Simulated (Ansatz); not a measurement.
Crystal: TePt.

```
Te Pt
1.0
     0.00000    2.87303    2.87303
     2.87303    0.00000    2.87303
     2.87303    2.87303    0.00000
Te Pt
1 1
Cartesian
  4.3095 4.3095 4.3095
  0.0000 0.0000 0.0000
```

The cell was built by a generator and needn't be a form met in nature.

- Program: Ansatz 0.2.0
- Task: relaxation of cell and atoms
- Functional: B3LYP
- Potentials or basis: Ansatz PAW
- Cutoff: 420 eV (not typed: the program's choice for these potentials)
- k mesh: 4 × 4 × 4
- Occupations: fermi-dirac, width 0.05 eV
- Spin: no spin polarisation

At the start: volume 23.71 Å³/atom.

Q: Where does the relaxation end?

A: It ends after 5 steps and the volume is 27.92 Å³/atom (+17.7 %); space group F-43m (No. 216, to 0.05 Å).

The path:
| step | energy change (eV) | largest force (eV/Å) | volume (Å³) |
| --- | --- | --- | --- |
| 1 | 0.0000 | 0.0000 | 47.43 |
| 2 | -0.4532 | 0.0000 | 54.71 |
| 3 | -0.4589 | 0.0000 | 55.54 |
| 4 | -0.4593 | 0.0000 | 55.85 |
| 5 | -0.4616 | 0.0000 | 55.85 |

Final structure:
```xyz
2
Lattice="0.0000 3.0338 3.0338 3.0338 0.0000 3.0338 3.0338 3.0338 0.0000" Properties=species:S:1:pos:R:3 pbc="T T T"
Te    4.5507    4.5507    4.5507
Pt    0.0000    0.0000    0.0000
```

Caveat: the k mesh is coarse (spacing up to 0.47 Å⁻¹), so the values aren't converged, least of all with exact exchange; the volume moved by over 15 % at a fixed basis, so the end points are rough; the plane-wave basis is chosen anew once the cell has moved, so the energies of steps on either side of that aren't comparable; the PAW data sets come from PBE, with cores solved anew for the run's functional, which leaves a small shift of forces and pressure.
